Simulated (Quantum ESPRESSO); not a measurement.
# Ru (P6_3/mmc) in Quantum ESPRESSO: notebook

One crystal, Ru, is run at these levels: PBE, LDA; tasks: band structure.

Program: Quantum ESPRESSO 7.5. These are calculated values, not measurements. Logs are shortened: lines on timing, memory, paths and dates and some standing lists are left out, and cuts for length are marked.

## 1. Starting point

It takes space group P6_3/mmc (No. 194, hexagonal). The conventional cell has a = 2.706 Å, b = 2.706 Å, c = 4.282 Å, α = 90.00°, β = 90.00°, γ = 120.00°. Ru (site symmetry -6m2) has 12 Ru at 2.65 to 2.71 Å as nearest neighbours.

## 2. Band structure, PBE

Input file pw.in:

```
&CONTROL
  calculation = 'scf'
  prefix = 'pwscf'
  outdir = './tmp'
  pseudo_dir = './pseudo'
  tprnfor = .true.
  tstress = .true.
  disk_io = 'low'
/
&SYSTEM
  ibrav = 0
  nat = 2
  ntyp = 1
  ecutwfc = 84
  nbnd = 24
  occupations = 'smearing'
  smearing = 'fd'
  degauss = 0.00367493
/
&ELECTRONS
  conv_thr = 4d-10
  electron_maxstep = 120
  mixing_beta = 0.5
/
ATOMIC_SPECIES
Ru   101.0700 Ru.upf
CELL_PARAMETERS angstrom
   2.7058000000    0.0000000000    0.0000000000
  -1.3529000000    2.3432915376    0.0000000000
   0.0000000000    0.0000000000    4.2819000000
ATOMIC_POSITIONS crystal
Ru     0.6666666667    0.3333333333    0.7500000000
Ru     0.3333333333    0.6666666667    0.2500000000
K_POINTS automatic
11 11 6 0 0 0
```

Input file bands.in:

```
&CONTROL
  calculation = 'bands'
  prefix = 'pwscf'
  outdir = './tmp'
  pseudo_dir = './pseudo'
  disk_io = 'low'
  verbosity = 'high'
/
&SYSTEM
  ibrav = 0
  nat = 2
  ntyp = 1
  ecutwfc = 84
  nbnd = 24
  occupations = 'smearing'
  smearing = 'fd'
  degauss = 0.00367493
/
&ELECTRONS
  conv_thr = 1d-08
  electron_maxstep = 120
  mixing_beta = 0.5
  diago_full_acc = .true.
/
ATOMIC_SPECIES
Ru   101.0700 Ru.upf
CELL_PARAMETERS angstrom
   2.7058000000    0.0000000000    0.0000000000
  -1.3529000000    2.3432915376    0.0000000000
   0.0000000000    0.0000000000    4.2819000000
ATOMIC_POSITIONS crystal
Ru     0.6666666667    0.3333333333    0.7500000000
Ru     0.3333333333    0.6666666667    0.2500000000
K_POINTS crystal
60
 0.0000000000  0.0000000000  0.0000000000 1
 0.0714285714  0.0000000000  0.0000000000 1
 0.1428571429  0.0000000000  0.0000000000 1
 0.2142857143  0.0000000000  0.0000000000 1
 0.2857142857  0.0000000000  0.0000000000 1
 0.3571428571  0.0000000000  0.0000000000 1
 0.4285714286  0.0000000000  0.0000000000 1
 0.5000000000  0.0000000000  0.0000000000 1
 0.4583333333  0.0833333333  0.0000000000 1
 0.4166666667  0.1666666667  0.0000000000 1
 0.3750000000  0.2500000000  0.0000000000 1
 0.3333333333  0.3333333333  0.0000000000 1
 0.2962962963  0.2962962963  0.0000000000 1
 0.2592592593  0.2592592593  0.0000000000 1
 0.2222222222  0.2222222222  0.0000000000 1
 0.1851851852  0.1851851852  0.0000000000 1
 0.1481481481  0.1481481481  0.0000000000 1
 0.1111111111  0.1111111111  0.0000000000 1
 0.0740740741  0.0740740741  0.0000000000 1
 0.0370370370  0.0370370370  0.0000000000 1
 0.0000000000  0.0000000000  0.0000000000 1
 0.0000000000  0.0000000000  0.1250000000 1
 0.0000000000  0.0000000000  0.2500000000 1
 0.0000000000  0.0000000000  0.3750000000 1
 0.0000000000  0.0000000000  0.5000000000 1
 0.0625000000  0.0000000000  0.5000000000 1
 0.1250000000  0.0000000000  0.5000000000 1
 0.1875000000  0.0000000000  0.5000000000 1
 0.2500000000  0.0000000000  0.5000000000 1
 0.3125000000  0.0000000000  0.5000000000 1
 0.3750000000  0.0000000000  0.5000000000 1
 0.4375000000  0.0000000000  0.5000000000 1
 0.5000000000  0.0000000000  0.5000000000 1
 0.4666666667  0.0666666667  0.5000000000 1
 0.4333333333  0.1333333333  0.5000000000 1
 0.4000000000  0.2000000000  0.5000000000 1
 0.3666666667  0.2666666667  0.5000000000 1
 0.3333333333  0.3333333333  0.5000000000 1
 0.3030303030  0.3030303030  0.5000000000 1
 0.2727272727  0.2727272727  0.5000000000 1
 0.2424242424  0.2424242424  0.5000000000 1
 0.2121212121  0.2121212121  0.5000000000 1
 0.1818181818  0.1818181818  0.5000000000 1
 0.1515151515  0.1515151515  0.5000000000 1
 0.1212121212  0.1212121212  0.5000000000 1
 0.0909090909  0.0909090909  0.5000000000 1
 0.0606060606  0.0606060606  0.5000000000 1
 0.0303030303  0.0303030303  0.5000000000 1
 0.0000000000  0.0000000000  0.5000000000 1
 0.5000000000  0.0000000000  0.5000000000 1
 0.5000000000  0.0000000000  0.4000000000 1
 0.5000000000  0.0000000000  0.3000000000 1
 0.5000000000  0.0000000000  0.2000000000 1
 0.5000000000  0.0000000000  0.1000000000 1
 0.5000000000  0.0000000000  0.0000000000 1
 0.3333333333  0.3333333333  0.0000000000 1
 0.3333333333  0.3333333333  0.1250000000 1
 0.3333333333  0.3333333333  0.2500000000 1
 0.3333333333  0.3333333333  0.3750000000 1
 0.3333333333  0.3333333333  0.5000000000 1
```

Potentials or basis: PseudoDojo 0.4.1 SR PBE standard.

Command:

```console
$ OMP_NUM_THREADS=1 pw.x -in pw.in > pw.out
$ OMP_NUM_THREADS=1 pw.x -in bands.in > bands.out
```

pw.out:

```text
This program is part of the open-source Quantum ESPRESSO suite
     for quantum simulation of materials; please cite
[... 9 lines left out ...]
     --------------------
     sticks:   dense  smooth     PW     G-vecs:    dense   smooth      PW
     Sum         595     595    187                18953    18953    3091

     Using Slab Decomposition

     bravais-lattice index     =            0
     lattice parameter (alat)  =       5.1132  a.u.
     unit-cell volume          =     183.2125 (a.u.)^3
     number of atoms/cell      =            2
     number of atomic types    =            1
     number of electrons       =        32.00
     number of Kohn-Sham states=           24
     kinetic-energy cutoff     =      84.0000  Ry
     charge density cutoff     =     336.0000  Ry
     scf convergence threshold =      4.0E-10
     mixing beta               =       0.5000
     number of iterations used =            8  plain     mixing
     Exchange-correlation= PBE
                           (   1   4   3   4   0   0   0)

     celldm(1)=   5.113221  celldm(2)=   0.000000  celldm(3)=   0.000000
     celldm(4)=   0.000000  celldm(5)=   0.000000  celldm(6)=   0.000000

     crystal axes: (cart. coord. in units of alat)
               a(1) = (   1.000000   0.000000   0.000000 )
               a(2) = (  -0.500000   0.866025   0.000000 )
               a(3) = (   0.000000   0.000000   1.582489 )

     reciprocal axes: (cart. coord. in units 2 pi/alat)
               b(1) = (  1.000000  0.577350 -0.000000 )
               b(2) = (  0.000000  1.154701  0.000000 )
               b(3) = (  0.000000 -0.000000  0.631916 )

     PseudoPot. # 1 for Ru read from file:
     Ru.upf
     Pseudo is Norm-conserving + core correction, Zval = 16.0
     Generated using ONCVPSP code by D. R. Hamann
     Using radial grid of 1584 points,  6 beta functions with:
                l(1) =   0
                l(2) =   0
                l(3) =   1
                l(4) =   1
                l(5) =   2
                l(6) =   2

     atomic species   valence    mass     pseudopotential
     Ru               16.00   101.07000     Ru( 1.00)

     24 Sym. Ops., with inversion, found (12 have fractional translation)

   Cartesian axes

     site n.     atom                  positions (alat units)
         1        Ru     tau(   1) = (   0.5000000   0.2886751   1.1868671  )
         2        Ru     tau(   2) = (  -0.0000000   0.5773503   0.3956224  )

     number of k points=    64  Fermi-Dirac smearing, width (Ry)=  0.0037
                       cart. coord. in units 2pi/alat
        k(    1) = (   0.0000000   0.0000000   0.0000000), wk =   0.0027548
        k(    2) = (   0.0000000   0.0000000   0.1053193), wk =   0.0055096
        k(    3) = (   0.0000000   0.0000000   0.2106386), wk =   0.0055096
        k(    4) = (   0.0000000   0.0000000  -0.3159579), wk =   0.0027548
        k(    5) = (   0.0000000   0.1049728   0.0000000), wk =   0.0165289
        k(    6) = (   0.0000000   0.1049728   0.1053193), wk =   0.0330579
[... 56 lines left out ...]
        k(   63) = (   0.2727273   0.5773503   0.2106386), wk =   0.0330579
        k(   64) = (   0.2727273   0.5773503  -0.3159579), wk =   0.0165289

     Dense  grid:    18953 G-vectors     FFT dimensions: (  30,  30,  48)

     Initial potential from superposition of free atoms

     starting charge      31.9985, renormalised to      32.0000
     Starting wfcs are   20 randomized atomic wfcs +    4 random wfcs

     Self-consistent Calculation

     iteration #  1     ecut=    84.00 Ry     beta= 0.50
     Davidson diagonalization with overlap
     ethr =  1.00E-02,  avg # of iterations =  4.1

     Threshold (ethr) on eigenvalues was too large:
     Diagonalizing with lowered threshold

     Davidson diagonalization with overlap
     ethr =  8.30E-04,  avg # of iterations =  1.1

     total energy              =    -404.26425548 Ry
     estimated scf accuracy    <       0.27069695 Ry

     iteration #  2     ecut=    84.00 Ry     beta= 0.50
     Davidson diagonalization with overlap
     ethr =  8.46E-04,  avg # of iterations =  2.1

     total energy              =    -404.32295309 Ry
     estimated scf accuracy    <       0.00697179 Ry

     iteration #  3     ecut=    84.00 Ry     beta= 0.50
     Davidson diagonalization with overlap
     ethr =  2.18E-05,  avg # of iterations =  3.9

     total energy              =    -404.32363811 Ry
     estimated scf accuracy    <       0.00112414 Ry

     iteration #  4     ecut=    84.00 Ry     beta= 0.50
     Davidson diagonalization with overlap
     ethr =  3.51E-06,  avg # of iterations =  2.6

     total energy              =    -404.32370457 Ry
     estimated scf accuracy    <       0.00003014 Ry

     iteration #  5     ecut=    84.00 Ry     beta= 0.50
     Davidson diagonalization with overlap
     ethr =  9.42E-08,  avg # of iterations =  2.0

     total energy              =    -404.32370999 Ry
     estimated scf accuracy    <       0.00000121 Ry

     iteration #  6     ecut=    84.00 Ry     beta= 0.50
     Davidson diagonalization with overlap
     ethr =  3.79E-09,  avg # of iterations =  2.0

     total energy              =    -404.32371024 Ry
     estimated scf accuracy    <       0.00000010 Ry

     iteration #  7     ecut=    84.00 Ry     beta= 0.50
     Davidson diagonalization with overlap
     ethr =  3.21E-10,  avg # of iterations =  1.1

     total energy              =    -404.32371025 Ry
     estimated scf accuracy    <       0.00000001 Ry

     iteration #  8     ecut=    84.00 Ry     beta= 0.50
     Davidson diagonalization with overlap
     ethr =  3.57E-11,  avg # of iterations =  2.0

     End of self-consistent calculation

          k = 0.0000 0.0000 0.0000 (  2369 PWs)   bands (ev):

   -49.4460 -49.2414 -19.9356 -19.0006 -19.0006 -18.8302 -18.8302 -18.7891
    15.7124  17.4979  21.1081  21.1081  21.2827  21.7904  21.7904  22.3165
    22.3165  24.8931  24.8931  24.9893  34.0196  38.7859  41.3789  41.9901

          k = 0.0000 0.0000 0.1053 (  2381 PWs)   bands (ev):

   -49.4325 -49.2553 -19.8621 -18.9893 -18.9893 -18.8695 -18.8417 -18.8417
    16.0194  17.5972  20.9563  20.9563  21.1346  21.6161  21.6161  22.7098
    22.7098  24.0329  24.8987  24.8987  35.2967  38.3000  41.1838  42.4300

          k = 0.0000 0.0000 0.2106 (  2406 PWs)   bands (ev):

   -49.3954 -49.2932 -19.6591 -19.0864 -18.9583 -18.9583 -18.8731 -18.8731
    16.8257  17.7882  20.8344  20.8344  20.8458  21.2506  21.2506  22.2434
    23.4879  23.4879  24.7474  24.7474  37.9041  37.9904  40.0245  43.4155

          k = 0.0000 0.0000-0.3160 (  2388 PWs)   bands (ev):

   -49.3445 -49.3445 -19.3762 -19.3762 -18.9158 -18.9158 -18.9158 -18.9158
    17.6384  17.6384  20.9415  20.9415  20.9415  20.9415  20.9893  20.9893
    24.2517  24.2517  24.2517  24.2517  38.3238  38.3238  41.6944  41.6944

          k = 0.0000 0.1050 0.0000 (  2379 PWs)   bands (ev):

   -49.4340 -49.2367 -19.9075 -19.0600 -19.0206 -18.8917 -18.8384 -18.8022
    16.0149  17.7261  20.6479  21.3564  21.6164  21.7284  21.9854  22.0187
    22.1341  23.2665  25.0043  27.0611  33.9730  39.2760  41.7161  42.3765

          k = 0.0000 0.1050 0.1053 (  2385 PWs)   bands (ev):

   -49.4210 -49.2502 -19.8391 -19.0462 -19.0085 -18.9412 -18.8507 -18.8410
    16.3097  17.8371  20.6411  21.1552  21.2238  21.3547  21.8276  22.5431
    22.6020  23.0780  24.9819  26.3420  35.2945  38.8045  41.5255  42.6387

          k = 0.0000 0.1050 0.2106 (  2400 PWs)   bands (ev):

   -49.3853 -49.2866 -19.6507 -19.1252 -19.0069 -18.9754 -18.8970 -18.8843
    17.0917  18.0619  20.6024  20.7529  20.8172  21.0215  21.4577  22.0889
    23.4170  23.5528  24.7690  25.3260  37.8865  38.4746  40.4223  43.3027

          k = 0.0000 0.1050-0.3160 (  2402 PWs)   bands (ev):

   -49.3361 -49.3361 -19.3893 -19.3893 -18.9537 -18.9537 -18.9300 -18.9300
    17.9170  17.9170  20.3499  20.3499  21.1384  21.1384  21.2168  21.2168
    24.2167  24.2167  24.4564  24.4564  38.6817  38.6817  41.8029  41.8029
[... 307 lines left out ...]
          k = 0.2727 0.4724-0.3160 (  2360 PWs)   bands (ev):

   -49.2318 -49.2318 -19.7172 -19.7172 -19.3491 -19.3491 -18.9941 -18.9941
    18.6285  18.6285  19.9288  19.9288  20.9761  20.9761  22.4287  22.4287
    25.2190  25.2190  29.9233  29.9233  35.9935  35.9935  36.2781  36.2781

          k = 0.2727 0.5774 0.0000 (  2388 PWs)   bands (ev):

   -49.2369 -49.2159 -19.6272 -19.4429 -19.4272 -19.3140 -19.2122 -19.1978
    18.1318  19.1248  19.3176  20.1577  20.7032  21.0695  22.5477  24.5597
    24.9603  25.1735  29.9607  30.7220  32.1416  37.1122  38.4143  39.4621

          k = 0.2727 0.5774 0.1053 (  2375 PWs)   bands (ev):

   -49.2354 -49.2173 -19.6359 -19.5307 -19.5038 -19.2478 -19.1920 -19.1068
    18.2818  19.1910  19.2802  19.9025  20.7846  21.1633  22.5028  24.5103
    24.6135  25.0599  30.3576  30.8551  32.6583  36.3670  36.8754  38.6752

          k = 0.2727 0.5774 0.2106 (  2358 PWs)   bands (ev):

   -49.2315 -49.2211 -19.6925 -19.6498 -19.4845 -19.3152 -19.0561 -19.0104
    18.5607  19.1498  19.4386  19.6593  20.8473  21.2146  22.4629  23.3286
    24.7710  25.1253  31.0542  31.2142  33.9071  35.2471  35.4623  37.2088

          k = 0.2727 0.5774-0.3160 (  2358 PWs)   bands (ev):

   -49.2263 -49.2263 -19.7101 -19.7101 -19.4034 -19.4034 -18.9887 -18.9887
    18.8167  18.8167  19.7189  19.7189  20.9821  20.9821  22.6110  22.6110
    24.9902  24.9902  31.4621  31.4621  34.5756  34.5756  35.7712  35.7712

     the Fermi energy is    23.6398 ev

!    total energy              =    -404.32371025 Ry
     estimated scf accuracy    <          2.7E-10 Ry
     smearing contrib. (-TS)   =      -0.00123619 Ry
     internal energy E=F+TS    =    -404.32247406 Ry

     The total energy is F=E-TS. E is the sum of the following terms:
     one-electron contribution =     -64.79740865 Ry
     hartree contribution      =      56.75805260 Ry
     xc contribution           =     -68.29870512 Ry
     ewald contribution        =    -327.98441288 Ry

     convergence has been achieved in   8 iterations

     Forces acting on atoms (cartesian axes, Ry/au):

     atom    1 type  1   force =    -0.00000000    0.00000000    0.00000000
     atom    2 type  1   force =     0.00000000   -0.00000000    0.00000000

     Total force =     0.000000     Total SCF correction =     0.000000

     Computing stress (Cartesian axis) and pressure

          total   stress  (Ry/bohr**3)                   (kbar)     P=       51.32
   0.00034930  -0.00000000   0.00000000           51.38       -0.00        0.00
   0.00000000   0.00034930   0.00000000            0.00       51.38        0.00
   0.00000000  -0.00000000   0.00034804            0.00       -0.00       51.20

=------------------------------------------------------------------------------=
   JOB DONE.
=------------------------------------------------------------------------------=
```

Run time: 41 s. Hardware: 1 thread of AMD EPYC 7B13 (Zen 3), shared host; peak memory 0.1 GiB.

Results:

```yaml
Free_energy: -5501.1043 eV
Pressure: 5.1 GPa
Band_gap_on_the_k_mesh: none (metal or under the smearing width)
```

Levels at the corners of the path, in eV from the Fermi level:
```tsv
point	band 12	band 13	band 14	band 15	band 16	band 17	band 18	band 19	band 20	band 21
Γ	-2.53	-2.36	-1.85	-1.85	-1.32	-1.32	1.25	1.25	1.35	10.38
M	-2.95	-2.01	-1.73	-1.46	1.49	1.91	1.98	4.13	6.19	11.18
K	-3.71	-2.78	-2.78	-1.01	1.08	1.08	1.51	7.09	7.32	7.32
Γ	-2.53	-2.36	-1.85	-1.85	-1.32	-1.32	1.25	1.25	1.35	10.38
A	-2.70	-2.70	-2.70	-2.65	-2.65	0.61	0.61	0.61	0.61	14.68
L	-4.47	-0.99	-0.99	0.51	0.51	1.75	1.75	3.46	3.46	10.63
H	-4.05	-2.65	-2.65	-1.12	-1.12	1.30	1.30	8.51	8.51	10.77
A	-2.70	-2.70	-2.70	-2.65	-2.65	0.61	0.61	0.61	0.61	14.68
L	-4.47	-0.99	-0.99	0.51	0.51	1.75	1.75	3.46	3.46	10.63
M	-2.95	-2.01	-1.73	-1.46	1.49	1.91	1.98	4.13	6.19	11.18
K	-3.71	-2.78	-2.78	-1.01	1.08	1.08	1.51	7.09	7.32	7.32
H	-4.05	-2.65	-2.65	-1.12	-1.12	1.30	1.30	8.51	8.51	10.77
```

[end of part 1 of 2]
